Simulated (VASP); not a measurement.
# La (P6_3/mmc) in VASP: a series of runs

One crystal, La, is run at these levels: LDA; tasks: single point.

Everything below comes from runs of VASP 6.6.1. Logs are shortened: lines on timing, memory, paths and dates and some standing lists are left out, and cuts for length are marked.

### Step 1. The structure

The structure is hexagonal, space group P6_3/mmc (No. 194). The conventional cell has a = 3.750 Å, b = 3.750 Å, c = 6.070 Å, α = 90.00°, β = 90.00°, γ = 120.00°. La (site symmetry -6m2) is surrounded by 12 La at 3.73 to 3.75 Å.

This isn't the form of La at room conditions, which is double hcp.

### Step 2. Single point, LDA

INCAR

```
SYSTEM = La
PREC = Accurate ; ENCUT = 600
EDIFF = 1E-6 ; ISMEAR = -1
SIGMA = 0.1 ; LREAL = .FALSE.
LASPH = .TRUE. ; NELM = 100
ALGO = Normal ; ISIF = 2
LWAVE = .FALSE. ; LCHARG = .FALSE.
GGA = CA ; ADDGRID = .FALSE.
```

KPOINTS

```
Automatic mesh
0
G
  7 7 4
  0 0 0
```

POSCAR

```
La
1.0
    3.7500000000      0.0000000000      0.0000000000
   -1.8750000000      3.2475952642      0.0000000000
    0.0000000000      0.0000000000      6.0700000000
La
2
Direct
    0.6666666667      0.3333333333      0.7500000000
    0.3333333333      0.6666666667      0.2500000000
```

Potentials or basis: VASP PAW LDA potentials, release 64 (La).

Started as:

```sh
cat potpaw_LDA.64/La/POTCAR > POTCAR
mpirun -np 1 vasp_std > vasp.out
```

OUTCAR:

```text
SYSTEM = La
   PREC = Accurate
   ENCUT = 600
   EDIFF = 1E-6
   ISMEAR = -1
   LREAL = .FALSE.
   LASPH = .TRUE.
   NELM = 100
   ISIF = 2
   GGA = CA

 Found     24 irreducible k-points:

 Following reciprocal coordinates:
            Coordinates               Weight
  0.000000  0.000000  0.000000      1.000000
  0.142857  0.000000  0.000000      6.000000
  0.285714  0.000000  0.000000      6.000000
  0.428571  0.000000  0.000000      6.000000
  0.142857  0.142857  0.000000      6.000000
  0.285714  0.142857  0.000000     12.000000
   k-points           NKPTS =     24   k-points in BZ     NKDIM =     24   number of bands    NBANDS=     15
   number of dos      NEDOS =    301   number of ions     NIONS =      2
   total plane-waves  NPLWV =  43200
   dimension x,y,z NGX =    30 NGY =   30 NGZ =   48
   dimension x,y,z NGXF=    60 NGYF=   60 NGZF=   96
   ions per type =               2
   NGX,Y,Z   is equivalent  to a cutoff of  13.30, 13.30, 13.15 a.u.
   NGXF,Y,Z  is equivalent  to a cutoff of  26.60, 26.60, 26.29 a.u.
 SYSTEM =  La
   PREC   = accura    normal or accurate (medium, high low for compatibility)
   ISTART =      0    job   : 0-new  1-cont  2-samecut
   ICHARG =      2    charge: 1-file 2-atom 10-const
   ISPIN  =      1    spin polarized calculation?
   LNONCOLLINEAR =      F non collinear calculations
   LSORBIT =      F    spin-orbit coupling
   LASPH  =      T    aspherical Exc in radial PAW
   ENCUT  =  600.0 eV  44.10 Ry    6.64 a.u.   7.49  7.49 12.12*2*pi/ulx,y,z
   NELM   =    100;   NELMIN=  2; NELMDL= -5     # of ELM steps
   EDIFF  = 0.1E-05   stopping-criterion for ELM
   LREAL  =      F    real-space projection
   EDIFFG = 0.1E-04   stopping-criterion for IOM
   NSW    =      0    number of steps for IOM
   IBRION =     -1    ionic relax: 0-MD 1-quasi-New 2-CG
   NFREE  =      0    steps in history (QN), initial steepest desc. (CG)
   ISIF   =      2    stress and relaxation
   ISYM   =      2    0-nonsym 1-usesym 2-fastsym
   POTIM  = 0.5000    time-step for ionic-motion
   TEBEG  =    0.0;   TEEND  =   0.0 temperature during run
   PSTRESS=    0.0 pullay stress
   NELECT =      22.0000    total number of electrons
   NUPDOWN=      -1.0000    fix difference up-down
   EMIN   =  10.00;   EMAX   =-10.00  energy-range for DOS
   EFERMI =   0.00;   METHOD = LEGACY
   ISMEAR =    -1;   SIGMA  =   0.10  broadening in eV -4-tet -1-fermi 0-gaus
   EFERMI_NEDOS =   21; number of points for ismear=-14 and -15
   IALGO  =     38    algorithm
   IMIX   =      4    mixing-type and parameters
     AMIX     =   0.40;   BMIX     =  1.00
     AMIX_MAG =   1.60;   BMIX_MAG =  1.00
  volume/ion in A,a.u.               =      36.96       249.43
  Fermi-wavevector in a.u.,A,eV,Ry     =   1.093004  2.065478 16.254307  1.194658
  Thomas-Fermi vector in A             =   2.229281
   LORBIT       =      0    0 simple, 1 ext, 2 COOP (PROOUT), +10 PAW based schemes
   GGA     = CA    functional components
   LHFCALC =     F    Hartree Fock is set to
   AEXX    =    0.0000 exact exchange contribution
   IVDW    =     0    specifies the selected vdW correction
   LEPSILON=     F    determine dielectric tensor
   LRPA    =     F    only Hartree local field effects (RPA)
 non-spin polarized calculation
  energy-cutoff  :      600.00
  volume of cell :       73.92
 maximum number of plane-waves:      2503
 NGX is ok and might be reduce to    30
   NGX = 15   NGY = 15   NGZ = 25

 number of electron      21.9999997 magnetization

 Free energy of the ion-electron system (eV)
  ---------------------------------------------------
  ext. energy  EPLUGINS =         0.00000000
  ---------------------------------------------------
  free energy    TOTEN  =       -11.04381437 eV

  energy without entropy =      -10.89478894  energy(sigma->0) =      -10.96930165

 E-fermi :   7.6738     XC(G=0):  -9.7827

 val. band max:        7.6730678413   @ k =   0.2857   0.2857   0.5000
 cond. band min:       7.6797145385   @ k =   0.2857   0.2857   0.2500
 fundamental gap:      0.0066466972
 Fermi energy:         7.6738043693

 k-point     1 :       0.0000    0.0000    0.0000
  band No.  band energies     occupation
      1     -25.0315      2.00000
      2     -24.8220      2.00000
      3      -9.4370      2.00000
      4      -8.2083      2.00000
      5      -8.2083      2.00000
      6      -8.0173      2.00000
      7      -8.0173      2.00000
      8      -7.9843      2.00000
      9       4.5037      2.00000
     10       5.9300      2.00000
     11       8.7042      0.00007
     12       8.9935      0.00000
     13       8.9940      0.00000
     14       9.0891      0.00000
     15       9.1650      0.00000

 k-point     2 :       0.1429    0.0000    0.0000
  band No.  band energies     occupation
      1     -24.9987      2.00000
      2     -24.8068      2.00000
      3      -9.3506      2.00000
      4      -8.4276      2.00000
      5      -8.2757      2.00000
      6      -8.2397      2.00000
      7      -8.0464      2.00000
      8      -8.0209      2.00000
      9       5.0254      2.00000
     10       6.3876      1.99999
     11       8.0514      0.04478
     12       8.6253      0.00015
     13       8.7557      0.00004
     14       8.9829      0.00000
     15       9.1329      0.00000
[... 41 lines left out ...]
      3      -9.1928      2.00000
      4      -8.6906      2.00000
      5      -8.6435      2.00000
      6      -8.3368      2.00000
      7      -8.1544      2.00000
      8      -8.0971      2.00000
      9       5.8751      2.00000
     10       7.0125      1.99732
     11       7.5286      1.62077
     12       7.8489      0.29594
     13       8.5057      0.00049
     14       8.5463      0.00032
     15       9.3016      0.00000

 k-point     6 :       0.2857    0.1429    0.0000
  band No.  band energies     occupation
      1     -24.8631      2.00000
      2     -24.7633      2.00000
      3      -9.0754      2.00000
      4      -8.9369      2.00000
      5      -8.9132      2.00000
      6      -8.5458      2.00000
      7      -8.2832      2.00000
      8      -8.2493      2.00000
      9       6.7456      1.99981
     10       6.8499      1.99947
     11       6.9010      1.99912
     12       8.0530      0.04413
     13       8.3872      0.00159
     14       8.8862      0.00001
     15       9.1625      0.00000

 [... further k-points ...]

------------------------ aborting loop because EDIFF is reached ----------------------------------------

  FORCE on cell =-STRESS in cart. coord.  units (eV):
  Direction    XX          YY          ZZ          XY          YZ          ZX
  --------------------------------------------------------------------------------------
  -------------------------------------------------------------------------------------
  Total       -1.4137710     -1.4137710     -1.0857723     -0.0000000     -0.0000000      0.0000000
  in kB      -30.6413421    -30.6413421    -23.5324688     -0.0000000     -0.0000000      0.0000000
  external PRESSURE =     -28.2717177 kB  Pullay stress =       0.0000000 kB

 VOLUME and BASIS-vectors are now :
 -----------------------------------------------------------------------------
  energy-cutoff  :      600.00
  volume of cell :       73.92
      direct lattice vectors                 reciprocal lattice vectors
     3.750000000  0.000000000  0.000000000     0.266666667  0.153960072  0.000000000
    -1.875000000  3.247595264  0.000000000     0.000000000  0.307920144  0.000000000
     0.000000000  0.000000000  6.070000000     0.000000000  0.000000000  0.164744646

 POSITION                                       TOTAL-FORCE (eV/Angst)
 -----------------------------------------------------------------------------------
      1.87500      1.08253      4.55250        -0.000000     -0.000000      0.000000
     -0.00000      2.16506      1.51750         0.000000      0.000000      0.000000
 -----------------------------------------------------------------------------------
    total drift:                                0.000000     -0.000000      0.000000

  FREE ENERGIE OF THE ION-ELECTRON SYSTEM (eV)
  ---------------------------------------------------
  free  energy   TOTEN  =       -11.0438143669 eV

  energy  without entropy=      -10.8947889399  energy(sigma->0) =      -10.96930165
```

Run time: 19 s. Hardware: 1 thread of AMD EPYC 9R45 (Zen 5), shared host; peak memory 0.16 GiB.

The run converged, but some of its settings lie outside the range that counts as converged, so its numbers aren't taken as properties of the crystal.

What came out:

```yaml
Free_energy: -11.0438 eV
Pressure: -2.8 GPa
Band_gap_on_the_k_mesh: none (metal or under the smearing width)
```

### Step 3. Single point, LDA

INCAR is that of step 2.

KPOINTS is that of step 2.

POSCAR

```
La
1.0
    3.7500000000      0.0000000000      0.0000000000
   -1.8750000000      3.2475952642      0.0000000000
    0.0000000000      0.0000000000      6.0700000000
La
2
Direct
    0.6527560000      0.3219160000      0.7382770000
    0.3157440000      0.6620370000      0.2676620000
```

Potentials or basis: VASP PAW LDA potentials, release 64 (La).

Started as:

```sh
cat potpaw_LDA.64/La/POTCAR > POTCAR
mpirun -np 1 vasp_std > vasp.out
```

Run time: 71 s. Hardware: 1 thread of AMD EPYC 9R45 (Zen 5), shared host; peak memory 0.25 GiB.

These settings aren't checked as converged: the numbers below hold their error.

Results:

```
Free energy            : -11.0291 eV
Pressure               : -2.7 GPa
Largest force          : 0.197 eV/Å
Band gap on the k mesh : none (metal or under the smearing width)
```

### Step 4. Single point, LDA

INCAR, as its differences from that of step 3:

```diff
@@ -1,3 +1,3 @@
 SYSTEM = La
-PREC = Accurate ; ENCUT = 600
+PREC = Accurate ; ENCUT = 200
 EDIFF = 1E-6 ; ISMEAR = -1
```

KPOINTS

```
Automatic mesh
0
G
  13 13 7
  0 0 0
```

POSCAR

```
La
1.0
    3.7500000000      0.0000000000      0.0000000000
   -1.8750000000      3.2475952642      0.0000000000
    0.0000000000      0.0000000000      6.0700000000
La
2
Direct
    0.6666666667      0.3333333333      0.7500000000
    0.3333333333      0.6666666667      0.2500000000
```

Potentials or basis: VASP PAW LDA potentials, release 64 (La).

Started as:

```sh
cat potpaw_LDA.64/La/POTCAR > POTCAR
mpirun -np 1 vasp_std > vasp.out
```

OUTCAR:

```text
SYSTEM = La
   PREC = Accurate
   ENCUT = 200
   EDIFF = 1E-6
   ISMEAR = -1
   LREAL = .FALSE.
   LASPH = .TRUE.
   NELM = 100
   ISIF = 2
   GGA = CA

 Found     84 irreducible k-points:

 Following reciprocal coordinates:
            Coordinates               Weight
  0.000000  0.000000  0.000000      1.000000
  0.076923 -0.000000  0.000000      6.000000
  0.153846 -0.000000  0.000000      6.000000
  0.230769 -0.000000  0.000000      6.000000
  0.307692 -0.000000  0.000000      6.000000
  0.384615 -0.000000  0.000000      6.000000
   k-points           NKPTS =     84   k-points in BZ     NKDIM =     84   number of bands    NBANDS=     15
   number of dos      NEDOS =    301   number of ions     NIONS =      2
   total plane-waves  NPLWV =   9072
   dimension x,y,z NGX =    18 NGY =   18 NGZ =   28
   dimension x,y,z NGXF=    36 NGYF=   36 NGZF=   56
   ions per type =               2
   NGX,Y,Z   is equivalent  to a cutoff of   7.98,  7.98,  7.67 a.u.
   NGXF,Y,Z  is equivalent  to a cutoff of  15.96, 15.96, 15.34 a.u.
 SYSTEM =  La
   PREC   = accura    normal or accurate (medium, high low for compatibility)
   ISTART =      0    job   : 0-new  1-cont  2-samecut
   ICHARG =      2    charge: 1-file 2-atom 10-const
   ISPIN  =      1    spin polarized calculation?
   LNONCOLLINEAR =      F non collinear calculations
   LSORBIT =      F    spin-orbit coupling
[... 72 lines left out ...]
     12       9.0045      0.00000
     13       9.0062      0.00000
     14       9.1072      0.00000
[... 77 lines left out ...]
      2     -24.7781      2.00000
      3      -9.1856      2.00000
      4      -8.9552      2.00000
      5      -8.9471      2.00000
      6      -8.5029      2.00000
      7      -8.2650      2.00000
      8      -8.1776      2.00000
      9       6.2188      2.00000
     10       6.5059      1.99999
     11       6.8334      1.99962
     12       8.5685      0.00031
     13       8.8554      0.00002
     14       8.9737      0.00001
     15       9.1909      0.00000

 [... further k-points ...]

------------------------ aborting loop because EDIFF is reached ----------------------------------------

  FORCE on cell =-STRESS in cart. coord.  units (eV):
  Direction    XX          YY          ZZ          XY          YZ          ZX
  --------------------------------------------------------------------------------------
  -------------------------------------------------------------------------------------
  Total       -1.6021726     -1.6021726     -1.6005111      0.0000000     -0.0000000      0.0000000
  in kB      -34.7246611    -34.7246611    -34.6886523      0.0000000     -0.0000000      0.0000000
  external PRESSURE =     -34.7126582 kB  Pullay stress =       0.0000000 kB

 VOLUME and BASIS-vectors are now :
 -----------------------------------------------------------------------------
  energy-cutoff  :      200.00
  volume of cell :       73.92
      direct lattice vectors                 reciprocal lattice vectors
     3.750000000  0.000000000  0.000000000     0.266666667  0.153960072  0.000000000
    -1.875000000  3.247595264  0.000000000     0.000000000  0.307920144  0.000000000
     0.000000000  0.000000000  6.070000000     0.000000000  0.000000000  0.164744646

 POSITION                                       TOTAL-FORCE (eV/Angst)
 -----------------------------------------------------------------------------------
      1.87500      1.08253      4.55250         0.000000      0.000000      0.000000
     -0.00000      2.16506      1.51750        -0.000000      0.000000      0.000000
 -----------------------------------------------------------------------------------
    total drift:                                0.000000     -0.000000      0.000000

  FREE ENERGIE OF THE ION-ELECTRON SYSTEM (eV)
  ---------------------------------------------------
  free  energy   TOTEN  =       -11.0581585820 eV

  energy  without entropy=      -10.9351944204  energy(sigma->0) =      -10.99667650
```

Run time: 13 s. Hardware: 1 thread of AMD EPYC 9R45 (Zen 5), shared host; peak memory 0.11 GiB.

The run converged, but a check on its numbers failed (symmetry, net force, bounds or a known fault of this set-up), so they aren't taken as properties of the crystal.

Caveat: the cutoff lies under the usual one of these potentials, so the numbers hold a large basis-set error.

### Step 5. For comparison

An earlier run on the cell as given: functional PBE; potentials or basis VASP PAW PBE potentials, release 64 (La); cutoff 520 eV; k mesh 8 × 8 × 5; occupations fermi-dirac, width 0.05 eV; no spin polarisation.

- Pressure: 0.7 GPa
- Band gap on the k mesh: none (metal or under the smearing width)
